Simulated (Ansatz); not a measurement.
# Hole trapping at Zn_Ga in Ga2O3 (C2/m)

Question: how deep is the level of Zn_Ga in Ga2O3 (C2/m), and is its hole localised? The trial starts the hole on a neighbouring O atom. Model: a cell of 120 host atoms with 1 Ga taken out and 1 Zn put in.

Main program and level: Ansatz 0.2.0; plane-wave PAW DFT, PBE0 form with 0.233 exact exchange; relaxation of all atoms of a supercell; PAW set soft_1.

Most raw output is cut from this account.

In doubt: the hybrid run may have settled on a false gap or state (step 2), so the values of those runs are not to be relied on.

## Step 1: Set-up

The cell holds 120 atoms: 47 Ga, 72 O and 1 Zn. Its edges and angles: a = 12.456 Å, b = 9.250 Å, c = 11.754 Å, α = 90.0°, β = 103.7°, γ = 90.0°. It derives from Ga2O3 (space group C2/m). Nearest the centre at fractional (0.504, 0.667, 0.372): O90 at 0.00 Å, Ga88 at 2.06 Å, Ga48 at 2.06 Å, Zn81 at 2.17 Å, O91 at 2.84 Å, O99 at 2.89 Å, O59 at 2.89 Å, O93 at 2.94 Å.

The host's dielectric constants go in as inputs: (4.21, 4.32, 4.34) for the electrons alone, principal values (11.59, 12.04, 13.74) with the ions, computed on the host (DFPT, PBEsol).

The cell's shortest repeat is 9.2 Å.

The centre named in tables marks the trial (one O atom next to the defect), and distances without another origin count from it. The distances above are those of the displaced start.

## Step 2: Relaxation with the hole, PBE0 (α = 0.233)

Semilocal functionals spread an added carrier through self-interaction, so the relaxation is made with exact exchange mixed in. Its share α is set to 1/ε∞ of the host. To give the hole a place, the spin starts on one O atom next to the defect, with the atom or atoms nearest to it pushed away. The total moment is locked to that of one carrier.

q0_M1_trap.hrelax_smeared/input.yaml

```yaml
crystal:
  lattice:
    - [12.45595399, 0.0, 0.01345732]
    - [0.0, 9.24966231, 0.0]
    - [-2.79543495, 0.0, 11.41715394]
  atoms:
    - { symbol: Ga, position: [0.341509, 0.0, 0.342904] }
    - { symbol: Ga, position: [0.841509, 0.166667, 0.342904] }
[... 1 atom line left out ...]
    - { symbol: Ga, position: [0.658491, 0.0, 0.157096] }
[... 3 atom lines left out ...]
    - { symbol: Ga, position: [0.589908, 0.166667, 0.397369] }
[... 1 atom line left out ...]
    - { symbol: O, position: [0.504, 0.0, 0.371655] }
    - { symbol: O, position: [0.496, 0.0, 0.128345] }
[... 12 atom lines left out ...]
    - { symbol: Ga, position: [0.658491, 0.0, 0.657096] }
[... 6 atom lines left out ...]
    - { symbol: O, position: [0.496, 0.0, 0.628345] }
[... 9 atom lines left out ...]
    - { symbol: Ga, position: [0.341509, 0.333333, 0.342904] }
    - { symbol: Ga, position: [0.841509, 0.5, 0.342904] }
    - { symbol: Ga, position: [0.158491, 0.5, 0.157096] }
    - { symbol: Ga, position: [0.658491, 0.333333, 0.157096] }
    - { symbol: Ga, position: [0.410092, 0.5, 0.102631] }
[... 2 atom lines left out ...]
    - { symbol: Ga, position: [0.599206, 0.482162, 0.400161] }
[... 1 atom line left out ...]
    - { symbol: O, position: [0.504, 0.333333, 0.371655] }
    - { symbol: O, position: [0.496, 0.333333, 0.128345] }
[... 1 atom line left out ...]
    - { symbol: O, position: [0.326308, 0.5, 0.217835] }
[... 2 atom lines left out ...]
    - { symbol: O, position: [0.673692, 0.5, 0.282165] }
[... 1 atom line left out ...]
    - { symbol: O, position: [0.663495, 0.5, 0.054579] }
    - { symbol: O, position: [0.336505, 0.5, 0.445421] }
[... 4 atom lines left out ...]
    - { symbol: Ga, position: [0.658491, 0.333333, 0.657096] }
    - { symbol: Ga, position: [0.410092, 0.5, 0.602631] }
[... 5 atom lines left out ...]
    - { symbol: O, position: [0.496, 0.333333, 0.628345] }
[... 6 atom lines left out ...]
    - { symbol: O, position: [0.663495, 0.5, 0.554579] }
[... 2 atom lines left out ...]
    - { symbol: Zn, position: [0.325029, 0.666667, 0.339945] }
    - { symbol: Ga, position: [0.841509, 0.833333, 0.342904] }
    - { symbol: Ga, position: [0.158491, 0.833333, 0.157096] }
    - { symbol: Ga, position: [0.658491, 0.666667, 0.157096] }
    - { symbol: Ga, position: [0.410092, 0.833333, 0.102631] }
[... 2 atom lines left out ...]
    - { symbol: Ga, position: [0.599206, 0.851172, 0.400161] }
[... 1 atom line left out ...]
    - { symbol: O, position: [0.504, 0.666667, 0.371655], spin: 1.0 }
    - { symbol: O, position: [0.496, 0.666667, 0.128345] }
[... 1 atom line left out ...]
    - { symbol: O, position: [0.326308, 0.833333, 0.217835] }
    - { symbol: O, position: [0.826308, 0.666667, 0.217835] }
    - { symbol: O, position: [0.173692, 0.666667, 0.282165] }
    - { symbol: O, position: [0.673692, 0.833333, 0.282165] }
    - { symbol: O, position: [0.163495, 0.666667, 0.054579] }
    - { symbol: O, position: [0.663495, 0.833333, 0.054579] }
    - { symbol: O, position: [0.336505, 0.833333, 0.445421] }
    - { symbol: O, position: [0.836505, 0.666667, 0.445421] }
[... 3 atom lines left out ...]
    - { symbol: Ga, position: [0.658491, 0.666667, 0.657096] }
    - { symbol: Ga, position: [0.410092, 0.833333, 0.602631] }
[... 5 atom lines left out ...]
    - { symbol: O, position: [0.496, 0.666667, 0.628345] }
[... 2 atom lines left out ...]
    - { symbol: O, position: [0.826308, 0.666667, 0.717835] }
[... 1 atom line left out ...]
    - { symbol: O, position: [0.673692, 0.833333, 0.782165] }
[... 1 atom line left out ...]
    - { symbol: O, position: [0.663495, 0.833333, 0.554579] }
[... 1 atom line left out ...]
    - { symbol: O, position: [0.836505, 0.666667, 0.945421] }
  host:
    repeats: [1, 3, 2]
    atoms:
      - { symbol: Ga, position: [0.341509, 0.0, 0.685808] }
      - { symbol: Ga, position: [0.841509, 0.5, 0.685808] }
      # ... 18 more atoms of the perfect host
basis:
  ecutwfc: 420
  xc_grid: 2
hamiltonian:
  xc: { preset: pbe0, exx: 0.233 }
  pseudopotentials: { kind: paw, azcp: { folder: soft_1 } }
kpoints:
  mp_grid: { grid: [1, 1, 1] }
magnetization:
  spin_polarized: true
  initial_magnetization: 1
  spin_locking: { lock_magnetization: hard }
scf:
  occupations: { method: fermi_dirac, width: 0.01 }
  max_iter: 100
output:
  forces: true
  charged_corrections:
    epsilon: [4.21, 4.32, 4.34]
    static_epsilon: [[11.66, 0.0, -0.38], [0.0, 12.04, 0.0], [-0.38, 0.0, 13.67]]
    defect_position: [0.504, 0.666667, 0.371655]
relax:
  f_tol: 0.03
  max_steps: 45
  random_displacement: { amplitude: 0.04, seed: 9188 }
checkpoint:
  write: "../q0_M1_trap.hrelax_smeared.run"
  compress: false
  write_wavefunctions: true
  write_every: 100000
```

Run with:

```bash
$ ansatz run input.yaml --threads 32 --pin off --max-ram 131891MiB --backend cuda --events-out ev --progress --plain --runs-dir out
```

It took 94 s on 1 × NVIDIA GB200 with 32 threads of Arm Neoverse V2, shared host; peak memory 3.2 GiB; 6.3 min of CPU time.

Relaxation path:

```csv
step,energy less that of the first step (eV),largest force component (eV/Å)
1,0.0000,2.7686
2,-1.7787,1.3041
3,-2.2382,0.7270
4,-2.2477,0.5902
5,-2.4115,0.3199
6,-2.4446,0.0760
7,-2.4476,0.0462
8,-2.4445,0.1505
9,-2.4491,0.0170
```

Relaxation step 8 was tried and not accepted.

The atoms that moved most (Å, from the sites as typed, ahead of the random displacement):

```csv
atom,dx,dy,dz,length
O91,-0.064,0.001,0.249,0.257
O90,0.134,-0.001,-0.189,0.232
O93,-0.049,0.101,-0.054,0.125
O53,-0.049,-0.100,-0.053,0.123
Ga88,-0.035,-0.108,-0.042,0.121
Ga48,-0.035,0.106,-0.043,0.119
O95,-0.102,0.000,-0.058,0.117
Zn81,0.078,-0.002,0.077,0.109
```

The moves above count from the input, in which the atoms at the trial site were already displaced.

Neighbours of Zn81 at the end:

```csv
atom,distance (Å)
O59,2.008
O99,2.008
O95,2.063
O90,2.199
O53,2.250
O93,2.255
Ga41,3.077
Ga1,3.078
Ga43,3.126
Ga83,3.129
```

Largest moments: 0.55 μB on O90, 0.30 μB on O91 and 0.01 μB on O111. The sizes of the moments in the atoms' spheres add to about 1.0 μB, shared by 2.3 atoms in effect, 95 % of it within 3.2 Å of the largest: the carrier is localised at or next to the trial site.

## Step 3: The states that it is compared with

Its energy has a meaning only beside the cell without the carrier and a start that doesn't choose a site, under the same functional.

Times on 1 × NVIDIA GB200 with 32 threads of Arm Neoverse V2, shared host:

```csv
charge,start,kind,largest moment on one atom (μB),time
−1,small random displacements,relaxation,-,33 s
0,small random displacements,"relaxation, state in doubt",0.74,3.4 min
```

Distances from O90, which holds the largest moment, without and with the hole:

```csv
atom,without (Å),with (Å),change (Å)
Ga48,1.82,1.91,0.09
Ga88,1.82,1.91,0.09
Zn81,2.05,2.20,0.15
O91,2.83,2.37,-0.46
```

Among the unlike neighbours of O90, the distance changes most, or as much as any, to Zn81, from 2.05 to 2.20 Å.

## Step 4: States in the gap, PBE0 (α = 0.233)

A single point on the relaxed atoms asks for the levels and how far each is spread.

q0_M1_trap.hyb/input.yaml

```yaml
crystal:
  checkpoint: "../q0_M1_trap.hrelax_smeared.run"
  host: checkpoint
basis:
  ecutwfc: 420
  xc_grid: 2
hamiltonian:
  xc: { preset: pbe0, exx: 0.233 }
  pseudopotentials: { kind: paw, azcp: { folder: soft_1 } }
kpoints:
  mp_grid: { grid: [1, 1, 1] }
magnetization:
  spin_polarized: true
  initial_magnetization: 1
  spin_locking: { lock_magnetization: hard }
scf:
  occupations: { method: fermi_dirac, width: 0.01 }
  max_iter: 100
output:
  forces: true
  charged_corrections:
    epsilon: [4.21, 4.32, 4.34]
    static_epsilon: [[11.66, 0.0, -0.38], [0.0, 12.04, 0.0], [-0.38, 0.0, 13.67]]
    defect_position: [0.504, 0.666667, 0.371655]
  eigenvalues: true
  eigenstates: { localisation: true }
  efg: {}
checkpoint:
  read: "../q0_M1_trap.hrelax_smeared.run"
  write: "../q0_M1_trap.hyb.run"
  compress: false
  write_wavefunctions: true
  write_every: 100000
```

Run time: 20 s. Hardware: 1 × NVIDIA GB200 with 32 threads; peak memory 3.7 GiB; 3.2 min of CPU time.

States next to the filling edge at the first k-point, on the run's own zero (eigenstates.tsv). The participation number counts the atoms that a state is spread over, of 120; bands count from 0.

```csv
spin,band,energy (eV),occupation,participation,largest share on,share
down,521,5.811,1.00,20.8,O10,0.09
down,522,5.837,1.00,17.6,O92,0.09
down,523,5.852,1.00,15.3,O12,0.12
down,524,5.933,1.00,42.5,O32,0.05
down,525,5.990,1.00,33.4,O99,0.07
down,526,6.107,1.00,9.0,O59,0.18
down,527,8.254,0.00,2.6,O90,0.55
down,528,10.369,0.00,115.4,Ga68,0.01
down,529,12.579,0.00,108.2,Ga68,0.01
down,530,12.772,0.00,84.6,Ga21,0.02
down,531,12.834,0.00,82.0,Ga45,0.03
up,522,5.808,1.00,19.6,O10,0.09
up,523,5.836,1.00,16.8,O92,0.09
up,524,5.852,1.00,15.2,O12,0.12
up,525,5.934,1.00,42.7,O32,0.05
up,526,5.980,1.00,34.6,O99,0.07
up,527,6.088,1.00,9.3,O59,0.17
up,528,10.362,0.00,115.3,Ga48,0.01
up,529,12.570,0.00,107.1,Ga48,0.02
up,530,12.758,0.00,84.6,Ga21,0.02
up,531,12.817,0.00,79.7,Ga45,0.03
up,532,13.002,0.00,102.6,Ga48,0.02
```

Under PBE0 form with 0.233 exact exchange at the zone centre alone, the highest filled state is spin down, spread over 9 of 120 atoms, and the lowest empty one, 2.15 eV above it, is spin down, spread over 3 of 120 atoms.

The largest moments in the atoms' spheres: O90 0.55, O91 0.30, O111 0.01, O78 0.01, O118 0.01, O99 0.01 μB.

Isotropic hyperfine couplings from the contact spin densities (Fermi contact term with core polarisation, no dipolar part), the largest:

```csv
atom,isotope,distance from the centre (Å),contact spin density (e/Å³),A (MHz)
O90,17O,0.23,0.764,-68.6
O91,17O,2.58,0.723,-65.0
Ga88,69Ga,1.95,-0.390,-62.2
Ga48,69Ga,1.95,-0.390,-62.1
Ga85,69Ga,3.45,-0.228,-36.3
Ga45,69Ga,3.45,-0.228,-36.3
Ga84,69Ga,3.54,-0.161,-25.7
Zn81,67Zn,2.08,-0.191,-7.9
Ga105,69Ga,3.56,-0.0261,-4.2
Ga65,69Ga,3.56,-0.0261,-4.2
```

The start from small random displacements ends with the hole localised, mostly on O99, at the same uncorrected energy within 0.02 eV.

## Step 5: Placing the level against the band edges

A charged cell interacts with its images and has another zero of potential than the host, so place-levels corrects and aligns it with a run of the defect-free crystal.

levels.hyb.yaml

```yaml
host:
  run: host.hyb.run
states: [q0_M1_trap.hyb.run, qm1.hyb.run, q0_M1.hyb.run]
geometry_from:
  q0_M1_trap.hyb.run: q0_M1_trap.hrelax_smeared.run
  qm1.hyb.run: qm1.hrelax.run
  q0_M1.hyb.run: q0_M1.hrelax_smeared.run
  host.hyb.run: host.hrelax.run
```

Run with:

```bash
$ ansatz place-levels levels.hyb.yaml -- --threads 32 --pin off --max-ram 131891MiB --backend cuda --max-vram 157GiB
```

Elapsed: 4.1 min, on 32 threads.

The (0/−1) level lies 1.13 eV above the valence top, in a gap of 4.40 eV.

## Step 6: Koopmans check

With the atoms held, the hole is filled again. If the energy is linear in the filling of the trapped state, its one-particle level equals the difference of the two total energies; the miss tells whether the cure for self-interaction is too weak or too strong.

vertical.hyb.yaml

```yaml
host:
  run: host.hyb.run
states: [q0_M1_trap.hyb.run, qm1.hyb.run, q0_M1.hyb.run]
geometry_from:
  q0_M1_trap.hyb.run: q0_M1_trap.hrelax_smeared.run
  qm1.hyb.run: qm1.hrelax.run
  q0_M1.hyb.run: q0_M1.hrelax_smeared.run
  host.hyb.run: host.hrelax.run
  q0_M1_trap.hyb.at_qm1.run: q0_M1_trap.hrelax_smeared.run
  q0_M1.hyb.at_qm1.run: q0_M1.hrelax_smeared.run
epsilon: [4.21, 4.32, 4.34]
static_epsilon:
  - [11.66, 0.0, -0.38]
  - [0.0, 12.04, 0.0]
  - [-0.38, 0.0, 13.67]
vertical:
  - { from: q0_M1_trap.hyb.run, to: q0_M1_trap.hyb.at_qm1.run, alignment: { sites: { defect_position: [0.504, 0.666667, 0.371655] } } }
  - { from: q0_M1.hyb.run, to: q0_M1.hyb.at_qm1.run, alignment: { sites: { defect_position: [0.504, 0.666667, 0.371655] } } }
```

Run with:

```bash
$ ansatz place-levels vertical.hyb.yaml -- --threads 32 --pin off --max-ram 131891MiB --backend cuda --max-vram 157GiB
```

Wall time 1.2 s (32 threads).

For the trial state:

```csv
vertical level from total energies (eV),its correction (eV),one-particle level at charge 0 (eV),at charge −1 (eV)
2.43,0.45,2.31,2.54
```

All above the valence top and corrected for the images. The level at charge 0 misses the vertical level by 0.12 eV, less than the image corrections that enter it (0.01 eV on the one-particle level, 0.45 eV on the vertical one), so the test is rough. The state from the random start, at the same energy, misses by 0.18 eV.

## Step 7: Relaxing again with PBE

The relaxed structure is now handed to a plain semilocal functional and relaxed again, to see what is left without exact exchange or U. The start is the structure of PBE0 (α = 0.233).

q0_M1_trap.semirelax/input.yaml, as its differences from q0_M1_trap.hyb/input.yaml of step 4:

```diff
@@ -7,3 +7,3 @@
 hamiltonian:
-  xc: { preset: pbe0, exx: 0.233 }
+  xc: pbe
   pseudopotentials: { kind: paw, azcp: { folder: soft_1 } }
@@ -24,8 +24,9 @@
     defect_position: [0.504, 0.666667, 0.371655]
-  eigenvalues: true
-  eigenstates: { localisation: true }
-  efg: {}
+relax:
+  f_tol: 0.02
+  max_steps: 60
+  escape_saddle: false
 checkpoint:
   read: "../q0_M1_trap.hrelax_smeared.run"
-  write: "../q0_M1_trap.hyb.run"
+  write: "../q0_M1_trap.semirelax.run"
   compress: false
```

Run with:

```bash
$ ansatz run input.yaml --threads 32 --pin off --max-ram 131891MiB --backend cuda --events-out ev --progress --plain --runs-dir out
```

Wall time 11 s (1 × NVIDIA GB200 with 32 threads); peak memory 2.6 GiB; 46 s of CPU time.

The relaxation took 8 steps and gained 0.43 eV, a gain that holds the host's own adjustment to the other functional too.

From the single point at the end of this step. Largest moments: 0.12 μB on O59, 0.12 μB on O99 and 0.09 μB on Zn81. The sizes of the moments in the atoms' spheres add to about 0.9 μB, shared by about 14 atoms in effect, 48 % of it within 3.2 Å of the largest: partly localised. The state that began from random displacements ends this step with the hole partly localised, at the same uncorrected energy within 0.02 eV.

## Step 8: Atoms held, PBE0 (α = 0.15)

With the atoms held, the share of exact exchange is changed, to see how the carrier and its level follow it.

q0_M1_trap.hyb2/input.yaml, as its differences from q0_M1_trap.semirelax/input.yaml of step 7:

```diff
@@ -7,3 +7,3 @@
 hamiltonian:
-  xc: pbe
+  xc: { preset: pbe0, exx: 0.15 }
   pseudopotentials: { kind: paw, azcp: { folder: soft_1 } }
@@ -24,9 +24,8 @@
     defect_position: [0.504, 0.666667, 0.371655]
-relax:
-  f_tol: 0.02
-  max_steps: 60
-  escape_saddle: false
+  eigenvalues: true
+  eigenstates: { localisation: true }
+  efg: {}
 checkpoint:
   read: "../q0_M1_trap.hrelax_smeared.run"
-  write: "../q0_M1_trap.semirelax.run"
+  write: "../q0_M1_trap.hyb2.run"
   compress: false
```

The job ended after 23 s (1 × NVIDIA GB200 with 32 threads; peak memory 3.5 GiB; 3.3 min of CPU time).

Largest moments: 0.51 μB on O90, 0.31 μB on O91 and 0.01 μB on O111. The sizes of the moments in the atoms' spheres add to about 0.9 μB, shared by 2.5 atoms in effect, 93 % of it within 3.2 Å of the largest: the carrier is localised at or next to the trial site. The state that began from random displacements ends this step with the hole localised, mostly on O99, 0.07 eV higher.

The level goes from 1.13 eV (PBE0 (α = 0.233)) to 0.70 eV, and the gap from 4.40 to 3.55 eV.

## Step 9: All levels of theory side by side

```csv
level of theory,atoms,gap (eV),atoms that share the moment,localised,level (0/−1) above the valence top (eV),Koopmans miss (eV),time for the trial state
PBE0 (α = 0.233) †,relaxed,4.40,2.3,yes,1.13,-0.12,1.9 min
PBE,relaxed,2.00,about 14,partly,(0.28),-,16 s
PBE0 (α = 0.15) †,held,3.55,2.5,yes,0.70,-0.51,23 s
```

Values in brackets belong to a carrier that is spread out or only partly localised: its extent is not small against the cell, so the level is not reliable.

† Here the hybrid relaxation or its single point carries a warning about the state that it reached (a narrow gap in its semilocal warm-up or between frontier levels), so a lower state with the carrier may exist.

## Step 10: Results

```json
{
 "state found, lowest state in doubt (PBE0 (α = 0.233))": "localised"
}
```

In words: With PBE0 (α = 0.233) the hole is bound, mostly on O90, and (0/−1) lies 1.13 eV above the valence top, a deep level. The hybrid relaxation or its single point carries a warning about the state that it reached (a narrow gap in its semilocal warm-up or between frontier levels), so a lower state with the carrier may exist; the numbers describe the state found. Among the unlike neighbours of O90, the distance changes most, or as much as any, to Zn81, from 2.05 to 2.20 Å (PBE0 (α = 0.233)). PBE0 (α = 0.233) meets the Koopmans condition for the level at charge 0 within 0.12 eV, which is inside the error of levels at one k-point in a cell of this size. The start from small random displacements ends with the hole localised, mostly on O99, at the same uncorrected energy within 0.02 eV. A relaxation step took 10 s with PBE0 (α = 0.233) and 1.4 s with PBE. One trial site was relaxed beside one random start, so another site or form can lie lower. Keep in mind: sampling at the zone centre alone can move energies of charged and open-shell states by tenths of an eV or more in cells of this size.

[Logs are printed without paths, hosts, clocks, repeated set-up lines and the standing remarks that a program may print on its own settings, such as how far it seeks lower states.]

[Hosts, paths, dates, database ids (printed as entryN), source tags and the programs' standing remarks are cut or masked in the printed files.]

[For some hosts the program warned that the k-mesh of the response run may be too coarse for force constants and the static dielectric constant; such warnings are not shown here.]
